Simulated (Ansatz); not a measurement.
## InSb: do energies and stresses tell the same story?

Theory: Ansatz, DFT PBE, scalar-relativistic, plane waves, PAW.

Settings: cutoff 420 eV, Γ-centred mesh 12×12×12 on the computed 2-atom cell, Gaussian smearing of 0.10 eV; no spin polarisation.

Relaxed cell: F-43m, a = 6.635 Å, b = 6.635 Å, c = 6.635 Å, α = 90.00°, β = 90.00°, γ = 90.00°, 2 atoms in the primitive cell.

Energies at zero smearing and pressures from the stress tensor, at volumes with shape and atoms relaxed:
| V (Å³/atom) | E − E(first) (meV/atom) | P (GPa) |
| --- | --- | --- |
| 32.128 | 0.00 | 6.40 |
| 33.223 | -36.60 | 4.36 |
| 34.319 | -60.40 | 2.65 |
| 35.414 | -73.44 | 1.21 |
| 36.509 | -77.46 | 0.00 |
| 37.605 | -73.93 | -1.01 |
| 38.700 | -64.07 | -1.85 |
| 40.160 | -42.85 | -2.77 |

Q: Check P = −dE/dV between neighbouring volumes, and get the bulk modulus from the pressures alone.

A: With 1 eV/Å³ = 160.2 GPa:
```json
{"middle V (Å³/atom)": "32.676", "−ΔE/ΔV (GPa)": "5.353", "mean P (GPa)": "5.385"}
{"middle V (Å³/atom)": "33.771", "−ΔE/ΔV (GPa)": "3.482", "mean P (GPa)": "3.507"}
{"middle V (Å³/atom)": "34.866", "−ΔE/ΔV (GPa)": "1.908", "mean P (GPa)": "1.929"}
{"middle V (Å³/atom)": "35.962", "−ΔE/ΔV (GPa)": "0.588", "mean P (GPa)": "0.606"}
{"middle V (Å³/atom)": "37.057", "−ΔE/ΔV (GPa)": "-0.517", "mean P (GPa)": "-0.502"}
{"middle V (Å³/atom)": "38.152", "−ΔE/ΔV (GPa)": "-1.443", "mean P (GPa)": "-1.430"}
{"middle V (Å³/atom)": "39.430", "−ΔE/ΔV (GPa)": "-2.328", "mean P (GPa)": "-2.310"}
```

The two differ by 0.03 GPa at most. The mean of two end pressures misses the average over a step by about ΔV² P″/12, up to 0.03 GPa here; with that taken off 0.00 GPa remains. Around V = 36.509 Å³/atom, the two neighbours give B = −V ΔP/ΔV = 36.509 × 2.22 / 2.191 = 36.9 GPa, against B0 = 36.7 GPa from the Birch–Murnaghan fit of the energies.